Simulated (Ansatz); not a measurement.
PbO2:

```
Pb O
1.0
     0.00000    2.70199    2.70199
     2.70199    0.00000    2.70199
     2.70199    2.70199    0.00000
Pb O
1 2
Direct
  0.00000 0.00000 0.00000
  0.75000 0.75000 0.75000
  0.25000 0.25000 0.25000
```

The cell comes from a database or a generator and needn't be the stable form of this composition.

Base run:

* Program: Ansatz 0.2.0
* Functional: r2SCAN
* Potentials or basis: Ansatz PAW
* Cutoff: 500 eV (not typed: the program's choice for these potentials)
* k mesh: 9 × 9 × 9
* Occupations: fermi-dirac, width 0.05 eV
* Spin: no spin polarisation

Its results: band gap on the k mesh none (metal or under the smearing width); pressure -6.7 GPa.

Problem. After a change of settings the same cell gave: band gap on the k mesh none (metal or under the smearing width); pressure 3.2 GPa. Which change was it?
A. functional from r2SCAN to BLYP; cutoff from 500 eV (not typed: the program's choice for these potentials) to 420 eV (not typed: the program's choice for these potentials)
B. k mesh from 9 × 9 × 9 to 7 × 7 × 7; spin from no spin polarisation to spin-orbit coupling, no magnetisation; potential files from those of the base run to others of the same set
C. functional from r2SCAN to revPBE; cutoff from 500 eV (not typed: the program's choice for these potentials) to 420 eV (not typed: the program's choice for these potentials)

Solution. C.

Caveats: spin-orbit coupling is left out, which moves the levels of the heavy elements; the PAW data sets come from PBE, with cores solved anew for the run's functional, which leaves a small shift of forces and pressure.

Runs at the PBE level aren't shown here.
